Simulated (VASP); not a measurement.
# CrO2 (P-3m1) in VASP: single point with PBE+U

Aim: the single point of CrO2 with PBE+U.

Program: VASP 6.6.1. These are calculated values, not measurements. Logs are shortened: lines on timing, memory, paths and dates and some standing lists are left out, and cuts for length are marked.

## (1) Starting point

It takes space group P-3m1 (No. 164, trigonal). Conventional cell: a = 2.780 Å, b = 2.780 Å, c = 4.485 Å, α = 90.00°, β = 90.00°, γ = 120.00°. Cr (site symmetry -3m) has 6 O at 1.96 Å as nearest neighbours. O (site symmetry 3m) is surrounded by 3 Cr at 1.96 Å.

Measurements of this composition are mostly on another form, of space group No. 136.

## (2) Single point, PBE+U

Input file INCAR:

```
SYSTEM = CrO2
PREC = Accurate
ENCUT = 520
EDIFF = 1E-7
ISMEAR = 0
SIGMA = 0.05
LREAL = .FALSE.
LASPH = .TRUE.
NELM = 150
ALGO = Normal
ISIF = 2
LWAVE = .FALSE.
LCHARG = .FALSE.
LMAXMIX = 4
LDAU = .TRUE.
LDAUTYPE = 2
LDAUL = 2 -1
LDAUU = 3 0
LDAUJ = 0 0
LDAUPRINT = 1
GGA = PE
NBANDS = 19
```

Input file KPOINTS:

```
Automatic mesh
0
G
  8 8 4
  0 0 0
```

Input file POSCAR:

```
CrO2
1.0
    2.7798784700      0.0000000000      0.0000000000
   -1.3899392400      2.4074453800      0.0000000000
    0.0000000000      0.0000000000      4.4845209400
Cr O
1 2
Direct
    0.0000000000      0.0000000000      0.0000000000
    0.3333333333      0.6666666667      0.2520000000
    0.6666666667      0.3333333333      0.7480000000
```

Potentials or basis: VASP PAW PBE potentials, release 64 (Cr_pv, O).

The run is started by

```bash
$ cat potpaw_PBE.64/Cr_pv/POTCAR potpaw_PBE.64/O/POTCAR > POTCAR
$ mpirun -np 1 vasp_std > vasp.out
```

OUTCAR:

```text
SYSTEM = CrO2
   PREC = Accurate
   ENCUT = 520
   EDIFF = 1E-7
   ISMEAR = 0
   LREAL = .FALSE.
   LASPH = .TRUE.
   NELM = 150
   ISIF = 2
   GGA = PE

 ion  position               nearest neighbor table
   1  0.000  0.000  0.000-   3 1.96   2 1.96   3 1.96   2 1.96   3 1.96   2 1.96
   2  0.333  0.667  0.252-   1 1.96   1 1.96   1 1.96
   3  0.667  0.333  0.748-   1 1.96   1 1.96   1 1.96

  LATTYP: Found a hexagonal cell.
 ALAT       =     2.7798784700
 C/A-ratio  =     1.6132075515

  Lattice vectors:

 A1 = (   2.7798784700,   0.0000000000,   0.0000000000)
 A2 = (  -1.3899392400,   2.4074453800,   0.0000000000)
 A3 = (   0.0000000000,   0.0000000000,   4.4845209400)

Analysis of symmetry for initial positions (statically):
=====================================================================
 Subroutine PRICEL returns:
 Original cell was already a primitive cell.

 Routine SETGRP: Setting up the symmetry group for a
 hexagonal supercell.

 Subroutine GETGRP returns: Found 12 space group operations
 (whereof 12 operations were pure point group operations)
 out of a pool of 24 trial point group operations.

The static configuration has the point symmetry D_3d.

Analysis of symmetry for dynamics (positions and initial velocities):
=====================================================================
 Subroutine PRICEL returns:
 Original cell was already a primitive cell.

 Routine SETGRP: Setting up the symmetry group for a
 hexagonal supercell.

 Subroutine GETGRP returns: Found 12 space group operations
 (whereof 12 operations were pure point group operations)
 out of a pool of 24 trial point group operations.

The dynamic configuration has the point symmetry D_3d.

 Subroutine INISYM returns: Found 12 space group operations
 (whereof 12 operations are pure point group operations),
 and found     1 'primitive' translations

----------------------------------------------------------------------------------------

                                     Primitive cell

  volume of cell :      30.0122

  direct lattice vectors                    reciprocal lattice vectors
     2.779878470  0.000000000  0.000000000     0.359727956  0.207689033  0.000000000
    -1.389939240  2.407445380  0.000000000     0.000000000  0.415378064  0.000000000
     0.000000000  0.000000000  4.484520940     0.000000000  0.000000000  0.222989259

  length of vectors
     2.779878470  2.779878477  4.484520940     0.415378065  0.415378064  0.222989259

  position of ions in fractional coordinates (direct lattice)
     0.000000000  0.000000000  0.000000000
     0.333333333  0.666666667  0.252000000
     0.666666667  0.333333333  0.748000000

  ion indices of the primitive-cell ions
   primitive index   ion index
                 1           1
                 2           2
                 3           3

----------------------------------------------------------------------------------------

 KPOINTS: Automatic mesh

Automatic generation of k-mesh.
 Grid dimensions read from file:
 generate k-points for:    8    8    4

 Generating k-lattice:

  Cartesian coordinates                     Fractional coordinates (reciprocal lattice)
     0.044965995  0.025961129  0.000000000     0.125000000  0.000000000  0.000000000
     0.000000000  0.051922258  0.000000000     0.000000000  0.125000000  0.000000000
     0.000000000  0.000000000  0.055747315     0.000000000  0.000000000  0.250000000

  Length of vectors
     0.051922258  0.051922258  0.055747315

  Shift w.r.t. Gamma in fractional coordinates (k-lattice)
     0.000000000  0.000000000  0.000000000

 Subroutine IBZKPT returns following result:
 ===========================================

 Found     35 irreducible k-points:

 Following reciprocal coordinates:
            Coordinates               Weight
  0.000000  0.000000  0.000000      1.000000
  0.125000  0.000000  0.000000      6.000000
  0.250000  0.000000  0.000000      6.000000
  0.375000  0.000000  0.000000      6.000000
  0.500000  0.000000  0.000000      3.000000
  0.125000  0.125000  0.000000      6.000000
[... 16 lines left out ...]
 -0.125000  0.500000  0.250000     12.000000
  0.250000  0.250000  0.250000     12.000000
 [... further k-points ...]
   k-points           NKPTS =     35   k-points in BZ     NKDIM =     35   number of bands    NBANDS=     19
   number of dos      NEDOS =    301   number of ions     NIONS =      3
   total plane-waves  NPLWV =  20736
   dimension x,y,z NGX =    24 NGY =   24 NGZ =   36
   dimension x,y,z NGXF=    48 NGYF=   48 NGZF=   72
   ions per type =               1   2
   NGX,Y,Z   is equivalent  to a cutoff of  14.35, 14.35, 13.35 a.u.
   NGXF,Y,Z  is equivalent  to a cutoff of  28.71, 28.71, 26.69 a.u.
 SYSTEM =  CrO2
   PREC   = accura    normal or accurate (medium, high low for compatibility)
   ISTART =      0    job   : 0-new  1-cont  2-samecut
   ICHARG =      2    charge: 1-file 2-atom 10-const
   ISPIN  =      1    spin polarized calculation?
   LNONCOLLINEAR =      F non collinear calculations
   LSORBIT =      F    spin-orbit coupling
   LASPH  =      T    aspherical Exc in radial PAW
   ENCUT  =  520.0 eV  38.22 Ry    6.18 a.u.   5.17  5.17  8.34*2*pi/ulx,y,z
   NELM   =    150;   NELMIN=  2; NELMDL= -5     # of ELM steps
   EDIFF  = 0.1E-06   stopping-criterion for ELM
   LREAL  =      F    real-space projection
   EDIFFG = 0.1E-05   stopping-criterion for IOM
   NSW    =      0    number of steps for IOM
   IBRION =     -1    ionic relax: 0-MD 1-quasi-New 2-CG
   NFREE  =      0    steps in history (QN), initial steepest desc. (CG)
   ISIF   =      2    stress and relaxation
   ISYM   =      2    0-nonsym 1-usesym 2-fastsym
   POTIM  = 0.5000    time-step for ionic-motion
   TEBEG  =    0.0;   TEEND  =   0.0 temperature during run
   PSTRESS=    0.0 pullay stress
   NELECT =      24.0000    total number of electrons
   NUPDOWN=      -1.0000    fix difference up-down
   EMIN   =  10.00;   EMAX   =-10.00  energy-range for DOS
   EFERMI =   0.00;   METHOD = LEGACY
   ISMEAR =     0;   SIGMA  =   0.05  broadening in eV -4-tet -1-fermi 0-gaus
   EFERMI_NEDOS =   21; number of points for ismear=-14 and -15
   IALGO  =     38    algorithm
   IMIX   =      4    mixing-type and parameters
     AMIX     =   0.40;   BMIX     =  1.00
     AMIX_MAG =   1.60;   BMIX_MAG =  1.00
  volume/ion in A,a.u.               =      10.00        67.51
  Fermi-wavevector in a.u.,A,eV,Ry     =   1.519541  2.871516 31.415926  2.309005
  Thomas-Fermi vector in A             =   2.628513
   LORBIT       =      0    0 simple, 1 ext, 2 COOP (PROOUT), +10 PAW based schemes
 LDA+U is selected, type is set to LDAUTYPE =  2
   angular momentum for each species LDAUL =     2   -1
   U (eV)           for each species LDAUU =   3.0  0.0
   J (eV)           for each species LDAUJ =   0.0  0.0
   GGA     = PE    functional components
   LHFCALC =     F    Hartree Fock is set to
   AEXX    =    0.0000 exact exchange contribution
   IVDW    =     0    specifies the selected vdW correction
   LEPSILON=     F    determine dielectric tensor
   LRPA    =     F    only Hartree local field effects (RPA)
 non-spin polarized calculation
 Gauss-broadening in eV      SIGMA  =   0.05
  energy-cutoff  :      520.00
  volume of cell :       30.01
 maximum number of plane-waves:       819
 NGX is ok and might be reduce to    24
   NGX = 11   NGY = 11   NGZ = 17

atom =   1  type =  1  l = 2

 onsite density matrix

spin component  1

  0.3912  0.0000  0.0000  0.0738  0.0000
  0.0000  0.4881  0.0000 -0.0000  0.0738
  0.0000  0.0000  0.2710  0.0000  0.0000
  0.0738 -0.0000  0.0000  0.4881 -0.0000
  0.0000  0.0738  0.0000 -0.0000  0.3912

spin component  2

  0.3912  0.0000  0.0000  0.0738  0.0000
  0.0000  0.4881  0.0000 -0.0000  0.0738
  0.0000  0.0000  0.2710  0.0000  0.0000
  0.0738 -0.0000  0.0000  0.4881 -0.0000
  0.0000  0.0738  0.0000 -0.0000  0.3912

 occupancies and eigenvectors

  o =  0.2710  v = -0.0000  0.0000  1.0000  0.0000 -0.0000  0.0000  0.0000  0.0000  0.0000  0.0000      0.0000  0.0000  0.0000  0.0000  0.0000  0.0000  0.0000  0.0000  0.0000  0.0000
  o =  0.2710  v =  0.0000  0.0000  0.0000  0.0000  0.0000 -0.0000  0.0000  1.0000  0.0000 -0.0000      0.0000  0.0000  0.0000  0.0000  0.0000  0.0000  0.0000  0.0000  0.0000  0.0000
  o =  0.3514  v = -0.8215  0.1703 -0.0000  0.4432 -0.3156  0.0000  0.0000  0.0000  0.0000  0.0000      0.0000  0.0000  0.0000  0.0000  0.0000  0.0000  0.0000  0.0000  0.0000  0.0000
  o =  0.3514  v =  0.0000  0.0000  0.0000  0.0000  0.0000 -0.8215  0.1703 -0.0000  0.4432 -0.3156      0.0000  0.0000  0.0000  0.0000  0.0000  0.0000  0.0000  0.0000  0.0000  0.0000
  o =  0.3514  v = -0.3156 -0.4432  0.0000  0.1703  0.8215  0.0000  0.0000  0.0000  0.0000  0.0000      0.0000  0.0000  0.0000  0.0000  0.0000  0.0000  0.0000  0.0000  0.0000  0.0000
  o =  0.3514  v =  0.0000  0.0000  0.0000  0.0000  0.0000 -0.3156 -0.4432  0.0000  0.1703  0.8215      0.0000  0.0000  0.0000  0.0000  0.0000  0.0000  0.0000  0.0000  0.0000  0.0000
  o =  0.5280  v =  0.0000  0.0000  0.0000  0.0000  0.0000 -0.4432 -0.3156 -0.0000 -0.8215 -0.1703      0.0000  0.0000  0.0000  0.0000  0.0000  0.0000  0.0000  0.0000  0.0000  0.0000
  o =  0.5280  v = -0.4432 -0.3156 -0.0000 -0.8215 -0.1703  0.0000  0.0000  0.0000  0.0000  0.0000      0.0000  0.0000  0.0000  0.0000  0.0000  0.0000  0.0000  0.0000  0.0000  0.0000
  o =  0.5280  v =  0.1703 -0.8215 -0.0000  0.3156 -0.4432  0.0000  0.0000  0.0000  0.0000  0.0000      0.0000  0.0000  0.0000  0.0000  0.0000  0.0000  0.0000  0.0000  0.0000  0.0000
  o =  0.5280  v =  0.0000  0.0000  0.0000  0.0000  0.0000  0.1703 -0.8215 -0.0000  0.3156 -0.4432      0.0000  0.0000  0.0000  0.0000  0.0000  0.0000  0.0000  0.0000  0.0000  0.0000

 number of electron      24.0000001 magnetization

 Free energy of the ion-electron system (eV)
  ---------------------------------------------------
  ext. energy  EPLUGINS =         0.00000000
  ---------------------------------------------------
  free energy    TOTEN  =       -20.36027143 eV

  energy without entropy =      -20.35928768  energy(sigma->0) =      -20.35977955

 E-fermi :   4.9835     XC(G=0): -11.6265

 val. band max:        4.9181305071   @ k =   0.1250   0.1250   0.2500
 cond. band min:       4.9939930752   @ k =   0.1250   0.1250   0.0000
 fundamental gap:      0.0758625682
 Fermi energy:         4.9834825798

 k-point     1 :       0.0000    0.0000    0.0000
  band No.  band energies     occupation
      1     -39.4112      2.00000
      2     -39.3223      2.00000
      3     -39.3223      2.00000
      4     -14.7037      2.00000
      5     -12.8595      2.00000
      6      -1.5924      2.00000
[... 11 lines left out ...]
     18      11.9233      0.00000
     19      15.3846      0.00000

 k-point     2 :       0.1250    0.0000    0.0000
  band No.  band energies     occupation
      1     -39.4018      2.00000
      2     -39.3718      2.00000
      3     -39.3332      2.00000
      4     -14.5018      2.00000
      5     -12.8779      2.00000
      6      -1.3042      2.00000
[... 11 lines left out ...]
     18      12.6469      0.00000
     19      16.2650      0.00000

 k-point     3 :       0.2500    0.0000    0.0000
  band No.  band energies     occupation
      1     -39.4903      2.00000
      2     -39.3783      2.00000
      3     -39.3593      2.00000
      4     -13.9868      2.00000
      5     -12.9223      2.00000
      6      -0.6029      2.00000
[... 11 lines left out ...]
     18      14.1500      0.00000
     19      18.1882      0.00000

 k-point     4 :       0.3750    0.0000    0.0000
  band No.  band energies     occupation
      1     -39.6066      2.00000
      2     -39.3854      2.00000
      3     -39.3550      2.00000
      4     -13.4313      2.00000
      5     -12.9558      2.00000
      6      -1.0982      2.00000
[... 407 lines left out ...]
     18      15.7541      0.00000
     19      19.3035      0.00000

 k-point    23 :      -0.1250    0.5000    0.2500
  band No.  band energies     occupation
      1     -39.6276      2.00000
      2     -39.4235      2.00000
      3     -39.3456      2.00000
      4     -13.2795      2.00000
      5     -12.8603      2.00000
      6      -1.3795      2.00000
[... 11 lines left out ...]
     18      15.8865      0.00000
     19      18.5217      0.00000

 k-point    24 :       0.2500    0.2500    0.2500
  band No.  band energies     occupation
      1     -39.5903      2.00000
      2     -39.4614      2.00000
      3     -39.3456      2.00000
      4     -13.1574      2.00000
      5     -12.9951      2.00000
      6      -0.8320      2.00000
[... 11 lines left out ...]
     18      16.5100      0.00000
     19      18.6906      0.00000

 [... further k-points ...]

------------------------ aborting loop because EDIFF is reached ----------------------------------------

  FORCE on cell =-STRESS in cart. coord.  units (eV):
  Direction    XX          YY          ZZ          XY          YZ          ZX
  --------------------------------------------------------------------------------------
  -------------------------------------------------------------------------------------
  Total       -1.7288244     -1.7288244     -2.1481273      0.0000000      0.0000000      0.0000000
  in kB      -92.2918064    -92.2918068   -114.6759331      0.0000002      0.0000000      0.0000000
  external PRESSURE =     -99.7531821 kB  Pullay stress =       0.0000000 kB

 VOLUME and BASIS-vectors are now :
 -----------------------------------------------------------------------------
  energy-cutoff  :      520.00
  volume of cell :       30.01
      direct lattice vectors                 reciprocal lattice vectors
     2.779878470  0.000000000  0.000000000     0.359727956  0.207689033  0.000000000
    -1.389939240  2.407445380  0.000000000     0.000000000  0.415378064  0.000000000
     0.000000000  0.000000000  4.484520940     0.000000000  0.000000000  0.222989259

 POSITION                                       TOTAL-FORCE (eV/Angst)
 -----------------------------------------------------------------------------------
      0.00000      0.00000      0.00000         0.000000      0.000000      0.000000
     -0.00000      1.60496      1.13010         0.000000      0.000000     -1.671047
      1.38994      0.80248      3.35442        -0.000000      0.000000      1.671047
 -----------------------------------------------------------------------------------
    total drift:                                0.000000     -0.000000      0.000000

  FREE ENERGIE OF THE ION-ELECTRON SYSTEM (eV)
  ---------------------------------------------------
  free  energy   TOTEN  =       -20.3602714252 eV

  energy  without entropy=      -20.3592876799  energy(sigma->0) =      -20.35977955
```

Wall time 49 s (1 thread of Intel Xeon Platinum 8259CL at 2.50GHz (Skylake/Cascade Lake), shared host); peak memory 0.16 GiB.

Results:

| Item | Value |
| --- | --- |
| Free energy | -20.3603 eV |
| Pressure | -10.0 GPa |
| Largest force | 1.671 eV/Å |
| Band gap on the k mesh | none (metal or under the smearing width) |

Forces on the atoms (eV/Å):
```
Cr   0.000  0.000  0.000
O    0.000  0.000 -1.671
O    0.000  0.000  1.671
```

Stress tensor (GPa, compression positive):
```
 -9.23   0.00   0.00
  0.00  -9.23   0.00
  0.00   0.00 -11.47
```

Eigenvalues of the final occupation matrices:
| site | spin | trace | eigenvalues |
| --- | --- | --- | --- |
| site 1 d | 1 | 2.03 | 0.27 0.35 0.35 0.53 0.53 |
| site 1 d | 2 | 2.03 | 0.27 0.35 0.35 0.53 0.53 |

Caveat: the run has no spin polarisation, though such a crystal can be magnetic; U without spin polarisation on a metal has little footing; forces of over 1 eV/Å show positions far from the minimum, so gaps and moduli don't describe the material at rest. Spin polarisation is off, so any magnetic state and its effect on volume and gap are missing.
